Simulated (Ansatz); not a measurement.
Here is an Ansatz 0.2.0 calculation.

input.yaml

```yaml
crystal:
  lattice:
    - [3.75, 0.0, 0.0]
    - [-1.875, 3.2475952642, 0.0]
    - [0.0, 0.0, 6.07]
  atoms:
    - { symbol: La, position: [0.6666666667, 0.3333333333, 0.75] }
    - { symbol: La, position: [0.3333333333, 0.6666666667, 0.25] }
hamiltonian:
  xc: pbesol
  pseudopotentials: { kind: paw }
kpoints:
  mp_grid: { grid: [8, 8, 5] }
scf:
  occupations: { method: fermi_dirac, width: 0.05 }
output:
  forces: true
  stress: true
  eigenvalues: true
relax:
  f_tol: 0.01
  max_steps: 40
  cell: { stress_tol: 0.05, p_target: 20.0 }
```

Potentials or basis: Ansatz PAW.

Run with:

```bash
$ ansatz run input.yaml --threads 2 --pin off --max-ram 5632MiB --backend cpu --events-out ev --progress --plain --runs-dir out
```

Q: Predict the band gap on the k mesh.

A: None (metal or under the smearing width).

Q: Predict the relaxed cell.

A: a = 3.122 Å, b = 3.122 Å, c = 5.383 Å, α = 90.00°, β = 90.00°, γ = 120.00°.

Q: Estimate the relaxed volume.

A: 22.72 Å³/atom.

Q: What does it give for the space group after relaxing (to 0.05 Å)?

A: P6_3/mmc (No. 194).

Step by step:
```tsv
step	energy change (eV)	largest force (eV/Å)	volume (Å³)
1	0.0000	0.0000	73.92
2	0.0170	0.0000	63.73
3	0.2868	0.0000	54.72
4	0.8700	0.0000	46.90
5	1.0809	0.0000	45.03
6	1.0489	0.0000	45.27
7	1.0245	0.0000	45.46
8	1.0280	0.0000	45.43
9	1.0291	0.0000	45.43
```

Caveat: the volume moved by over 15 % at a fixed basis, so the end points are rough; the plane-wave basis is chosen anew once the cell has moved, so the energies of steps on either side of that aren't comparable; the PAW data sets come from PBE, with cores solved anew for the run's functional, which leaves a small shift of forces and pressure. The run has no spin-orbit coupling, so splittings on La are missing.
